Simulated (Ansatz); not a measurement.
# Mo (Im-3m) in Ansatz: notebook

The runs below take Mo through single point, with PBE.

Program: Ansatz 0.2.0. These are calculated values, not measurements. Logs are shortened: lines on timing, memory, paths and dates and some standing lists are left out, and cuts for length are marked.

### 1 The structure

It takes space group Im-3m (No. 229, cubic). Conventional cell: a = 3.168 Å, b = 3.168 Å, c = 3.168 Å, α = 90.00°, β = 90.00°, γ = 90.00°. Around Mo (site symmetry m-3m) lie 8 Mo at 2.74 Å.

### 2 Single point, PBE

Contents of input.yaml:

```yaml
crystal:
  lattice:
    - [-1.5838089719, 1.5838089719, 1.5838089719]
    - [1.5838089719, -1.5838089719, 1.5838089719]
    - [1.5838089719, 1.5838089719, -1.5838089719]
  atoms:
    - { symbol: Mo, position: [0.0, 0.0, 0.0] }
hamiltonian:
  xc: pbe
  pseudopotentials: { kind: paw }
kpoints:
  mp_grid: { grid: [12, 12, 12] }
scf:
  occupations: { method: gaussian, width: 0.021 }
output:
  forces: true
  stress: true
  eigenvalues: true
```

Potentials or basis: Ansatz PAW.

Launch:

```
$ ansatz run input.yaml --threads 2 --pin off --max-ram 5632MiB --backend cpu --events-out ev --progress --plain --runs-dir out
```

Output:

```text
Warning: RAYON_NUM_THREADS=2 ignored (pool sized by the plan → 2); use --threads N
Engine: ansatz 0.2.0, x86_64-unknown-linux-gnu
Pseudopotentials: kind: paw
Pseudopotential: Mo, paw, valence charge 14, recommended cutoff 420 eV (normal), Mo.paw.azcp
Functional definition: PBE
  parameter kappa = 0.804
  parameter beta = 0.06672455060314922
  exchange = pbe_x(kappa = kappa, mu = beta*pi^2/3)
  correlation = pbe_c(beta = beta)
Crystal: 1 atoms, lattice volume = 15.892 Å³
Basis set: ecut = 420 eV, 321 PW (Γ), exchange–correlation on 40×40×40 points (8 copies of the dense FFT grid, shifted against one another)
Bands: 11, of which v1, the nominal top of the filled ones, is band 7 counted from 1 (6 counted from 0)
Symmetry: 48 space group operations
Space group: Im-3m (ITA 229), of the structure as read, at distance tolerance 2.5e-5 Å
k-points: 72 of 1728
Non-local potential: Mo, projectors of the file, l = 0: 3, l = 1: 2, l = 2: 2, l = 3: 1
PAW form: soft (Blöchl's): semilocal exchange-correlation on the pseudo side does not see the compensation charge
PAW one-centre angular grid: Mo, 590 points (default); XC on 64 Gauss nodes
Initial density: superposition of atomic densities (neutral atoms: chi_scale 0, normalization atom), corrected by the library's trained network
Initial wavefunctions: pseudopotential atomic-orbital guess
Functional: x = pbe(κ = 0.804, μ = 0.2195149727645171), c = pbe(β = 0.06672455060314922)
SCF iter   1: F=—  HF=-4956.035741 eV  |F-HF|=—  |Δ(HF+E_count)|=         —  Δρ=2.11e-3  dr2=4.05e-4  ethr=1.77e-3  ⟨swp⟩=5.5  Hψ=4699  notcnv=0
preconditioner: auto → none  [insulator: Δε(μ)=0.069 eV  Ē_g=8.198 eV  σ=0.021 eV  W_gap=0.57  n_scr=0 (ndim 8)  ℏωp=22.8 eV  f_vac=0.000  D(μ)=0.52/eV (n_scr^D=0)  ε∞_Penn≈8.7]
SCF iter   2: F=—  HF=-4956.035809 eV  |F-HF|=—  |Δ(HF+E_count)|=   6.83e-5  Δρ=1.08e-3  dr2=6.94e-5  ethr=2.89e-6  ⟨swp⟩=2.6  Hψ=2010  notcnv=0  defer=3
SCF iter   3: F=—  HF=-4956.035829 eV  |F-HF|=—  |Δ(HF+E_count)|=   1.98e-5  Δρ=2.57e-4  dr2=6.65e-6  ethr=4.95e-7  ⟨swp⟩=2.3  Hψ=1284  notcnv=0  defer=3
SCF iter   4: F=—  HF=-4956.035830 eV  |F-HF|=—  |Δ(HF+E_count)|=   8.38e-7  Δρ=5.22e-5  dr2=1.54e-7  ethr=4.75e-8  ⟨swp⟩=2.0  Hψ=961  notcnv=0  defer=3
iter 5 did not close the SCF: its close was put off for the readings that it lacked (scf_convergence_deferred on its scf_iter line)
SCF iter   5: F=-4956.035830 eV  HF=-4956.035830 eV  |F-HF|=1.93e-8  |Δ(HF+E_count)|=   5.90e-9  Δρ=2.05e-5  dr2=2.66e-8  ethr=1.10e-9  ⟨swp⟩=2.0  Hψ=1286  notcnv=0  defer=3
SCF iter   6: F=-4956.035830 eV  HF=-4956.035830 eV  |F-HF|=2.13e-9  |Δ(HF+E_count)|=   9.05e-9  Δρ=7.48e-6  dr2=3.05e-9  ethr=1.90e-10  ⟨swp⟩=2.3  Hψ=2737  notcnv=0
SCF 1 converged in 6 iterations: F = -4956.035830 eV  dr2 = 3.05e-9
SCF converged after 6 iterations
Free energy (F): -4956.035830 eV
Harris-Foulkes:  -4956.035830 eV  (|F-HF|=2.13e-9)
Internal energy: -4956.035727 eV  (E = F + TS)
E sigma→0 (E₀):  -4956.035779 eV
Entropy (-TS):   -0.000103 eV (-0.103 meV/atom)
Fermi energy:    20.646999 eV
--- Per-component energies (eV) ---
  E_band       = -60.244984
  E_kinetic    = 440.312396
  E_local      = -795.702937  (includes V_loc(G=0)·N_el)
  E_nonlocal   = 142.513057
  E_hartree    = 262.649975
  E_xc         = -183.392841
  E_vxc        = -228.878599  (∫ρ·V_xc dr)
  E_paw        = -3201.146726  (= ΣΔE_a)
  E_vpaw       = -143.787656  (= ΣTr[D̂ρ^β])
  E_aug_tail   = 0.000043  (compensation charges beyond the density's cutoff)
  E_ewald      = -1621.268694
  E_smearing   = -0.000103  (= −TS)
  E_closure    = 0.000000  (closes the sum)
  Σ components = -4956.035830   (vs F -4956.035830, Δ=0.00e0)
--- Forces (eV/Å), atoms counted from 1 ---
  atom   1  Mo    -0.00000000     0.00000000     0.00000000
  max |Σ_I F_I| component: 3.60e-32 eV/Å
--- Stress (GPa, compression-positive) ---
       -1.926150       0.000000      -0.000000
        0.000000      -1.926150      -0.000000
        0.000000      -0.000000      -1.926150
  P = ⅓ Tr σ = -1.9261 GPa (-19.261 kbar)
--- Band table (eV; the first three rows and the last of 72) ---
  k-point 0: bands = ["-40.5759", "-13.8724", "-13.8724", "-13.8724", "13.5307", "19.3718", "19.3718", "19.3718", "22.3335", "22.3335", "35.3743"]
  k-point 1: bands = ["-40.5596", "-13.9674", "-13.9019", "-13.8731", "13.8289", "19.2062", "19.3410", "19.6531", "22.1037", "22.3395", "35.5838"]
  k-point 2: bands = ["-40.5150", "-14.2220", "-13.9815", "-13.8749", "14.6190", "18.7847", "19.1959", "20.4700", "21.7788", "22.3792", "35.8730"]
  k-point 71: bands = ["-40.1541", "-14.7901", "-14.7901", "-14.7901", "15.3948", "15.3948", "24.5875", "24.5875", "24.5875", "29.6274", "29.6274"]
```

Run time: 0.64 s. Hardware: 2 threads of Intel Xeon at 2.70GHz, shared host; peak memory 0.29 GiB.

Results:

```yaml
Free_energy: -4956.0358 eV
Pressure: -1.9 GPa
Band_gap_on_the_k_mesh: none (metal or under the smearing width)
```

### 3 Single point, PBE

Changes to input.yaml since step 2:

```diff
@@ -13,3 +13,3 @@
 scf:
-  occupations: { method: gaussian, width: 0.021 }
+  occupations: { method: gaussian, width: 0.022 }
 output:
@@ -18 +18,5 @@
   eigenvalues: true
+  write_density: true
+  write_potential: true
+  elf: true
+  volumetric_format: npy
```

Potentials or basis: Ansatz PAW.

Launch:

```
$ ansatz run input.yaml --threads 2 --pin off --max-ram 5632MiB --backend cpu --events-out ev --progress --plain --runs-dir out
```

Output:

```text
Warning: RAYON_NUM_THREADS=2 ignored (pool sized by the plan → 2); use --threads N
[... 8 set-up lines as earlier in the session ...]
Crystal: 1 atoms, lattice volume = 15.892 Å³
Basis set: ecut = 420 eV, 321 PW (Γ), exchange–correlation on 40×40×40 points (8 copies of the dense FFT grid, shifted against one another)
Bands: 11, of which v1, the nominal top of the filled ones, is band 7 counted from 1 (6 counted from 0)
[... 2 set-up lines as earlier in the session ...]
k-points: 72 of 1728
[... 6 set-up lines as earlier in the session ...]
SCF iter   1: F=—  HF=-4956.035759 eV  |F-HF|=—  |Δ(HF+E_count)|=         —  Δρ=2.11e-3  dr2=4.06e-4  ethr=1.77e-3  ⟨swp⟩=5.5  Hψ=4702  notcnv=0
preconditioner: auto → none  [insulator: Δε(μ)=0.069 eV  Ē_g=8.198 eV  σ=0.022 eV  W_gap=0.58  n_scr=0 (ndim 8)  ℏωp=22.8 eV  f_vac=0.000  D(μ)=0.51/eV (n_scr^D=0)  ε∞_Penn≈8.7]
SCF iter   2: F=—  HF=-4956.035814 eV  |F-HF|=—  |Δ(HF+E_count)|=   5.52e-5  Δρ=1.08e-3  dr2=6.94e-5  ethr=2.90e-6  ⟨swp⟩=2.6  Hψ=2005  notcnv=0  defer=3
SCF iter   3: F=—  HF=-4956.035834 eV  |F-HF|=—  |Δ(HF+E_count)|=   2.02e-5  Δρ=2.57e-4  dr2=6.67e-6  ethr=4.96e-7  ⟨swp⟩=2.3  Hψ=1284  notcnv=0  defer=3
SCF iter   4: F=—  HF=-4956.035835 eV  |F-HF|=—  |Δ(HF+E_count)|=   8.53e-7  Δρ=5.20e-5  dr2=1.53e-7  ethr=4.76e-8  ⟨swp⟩=2.1  Hψ=963  notcnv=0  defer=3
iter 5 did not close the SCF: its close was put off for the readings that it lacked (scf_convergence_deferred on its scf_iter line)
SCF iter   5: F=-4956.035835 eV  HF=-4956.035835 eV  |F-HF|=2.00e-8  |Δ(HF+E_count)|=   6.94e-9  Δρ=2.08e-5  dr2=2.75e-8  ethr=1.09e-9  ⟨swp⟩=2.0  Hψ=1286  notcnv=0  defer=3
SCF iter   6: F=-4956.035835 eV  HF=-4956.035835 eV  |F-HF|=2.21e-9  |Δ(HF+E_count)|=   9.46e-9  Δρ=7.58e-6  dr2=3.15e-9  ethr=1.96e-10  ⟨swp⟩=4.7  Hψ=4023  notcnv=0
SCF 1 converged in 6 iterations: F = -4956.035835 eV  dr2 = 3.15e-9
SCF converged after 6 iterations
Free energy (F): -4956.035835 eV
Harris-Foulkes:  -4956.035835 eV  (|F-HF|=2.21e-9)
Internal energy: -4956.035724 eV  (E = F + TS)
E sigma→0 (E₀):  -4956.035780 eV
Entropy (-TS):   -0.000111 eV (-0.111 meV/atom)
Fermi energy:    20.647344 eV
--- Per-component energies (eV) ---
  E_band       = -60.245554
  E_kinetic    = 440.312208
  E_local      = -795.701924  (includes V_loc(G=0)·N_el)
  E_nonlocal   = 142.512750
  E_hartree    = 262.649373
  E_xc         = -183.392844
  E_vxc        = -228.878599  (∫ρ·V_xc dr)
  E_paw        = -3201.146636  (= ΣΔE_a)
  E_vpaw       = -143.787515  (= ΣTr[D̂ρ^β])
  E_aug_tail   = 0.000043  (compensation charges beyond the density's cutoff)
  E_ewald      = -1621.268694
  E_smearing   = -0.000111  (= −TS)
  E_closure    = -0.000000  (closes the sum)
  Σ components = -4956.035835   (vs F -4956.035835, Δ=0.00e0)
--- Forces (eV/Å), atoms counted from 1 ---
  atom   1  Mo    -0.00000000     0.00000000     0.00000000
  max |Σ_I F_I| component: 3.70e-32 eV/Å
--- Stress (GPa, compression-positive) ---
       -1.924413       0.000000      -0.000000
        0.000000      -1.924413      -0.000000
       -0.000000      -0.000000      -1.924413
  P = ⅓ Tr σ = -1.9244 GPa (-19.244 kbar)
--- Band table (eV; the first three rows and the last of 72) ---
  k-point 0: bands = ["-40.5759", "-13.8725", "-13.8725", "-13.8725", "13.5307", "19.3718", "19.3718", "19.3718", "22.3335", "22.3335", "35.3743"]
  k-point 1: bands = ["-40.5597", "-13.9675", "-13.9019", "-13.8731", "13.8289", "19.2062", "19.3410", "19.6530", "22.1037", "22.3394", "35.5838"]
  k-point 2: bands = ["-40.5150", "-14.2221", "-13.9815", "-13.8750", "14.6190", "18.7847", "19.1959", "20.4700", "21.7788", "22.3792", "35.8730"]
  k-point 71: bands = ["-40.1541", "-14.7902", "-14.7902", "-14.7902", "15.3948", "15.3948", "24.5874", "24.5874", "24.5874", "29.6274", "29.6274"]
```

Wall time 0.84 s (2 threads of Intel Xeon at 2.70GHz, shared host); peak memory 0.29 GiB.

Results:

```
Free energy            : -4956.0358 eV
Pressure               : -1.9 GPa
Band gap on the k mesh : none (metal or under the smearing width)
```

### 4 Single point, PBE

Changes to input.yaml since step 3:

```diff
@@ -13,3 +13,3 @@
 scf:
-  occupations: { method: gaussian, width: 0.022 }
+  occupations: { method: gaussian, width: 0.023 }
 output:
```

Launch:

```
$ ansatz run input.yaml --threads 2 --pin off --max-ram 5632MiB --backend cpu --events-out ev --progress --plain --runs-dir out
```

Wall time 1 s (2 threads of Intel Xeon at 2.70GHz, shared host); peak memory 0.3 GiB.

The run converged. Its results:

```
Free energy            : -4956.0358 eV
Pressure               : -1.9 GPa
Band gap on the k mesh : none (metal or under the smearing width)
```

Levels at points of the mesh, in eV from the Fermi level:
| k point | band 5 | band 6 | band 7 | band 8 | band 9 | band 10 |
| --- | --- | --- | --- | --- | --- | --- |
| (0.00, 0.00, 0.00) | -7.12 | -1.28 | -1.28 | -1.28 | 1.69 | 1.69 |
| (0.00, 0.00, -0.50) | -5.16 | -3.27 | 1.61 | 1.71 | 2.32 | 4.68 |
| (-0.50, -0.50, -0.50) | -5.25 | -5.25 | 3.94 | 3.94 | 3.94 | 8.98 |

### 5 The runs side by side

| smearing | gap on the mesh (eV) | pressure (GPa) |
| --- | --- | --- |
| gaussian 0.021 eV | none | -1.9 |
| gaussian 0.022 eV | none | -1.9 |
| gaussian 0.023 eV | none | -1.9 |

Alike in all rows: task single point; level PBE; potentials or basis Ansatz PAW; no spin polarisation; cell as given; k mesh 12 × 12 × 12; cutoff (eV) 420.

Every run on the cell as given and a fine mesh finds a metal.

Total energies depend on the potentials used, so only differences within one code and one set of settings carry meaning.
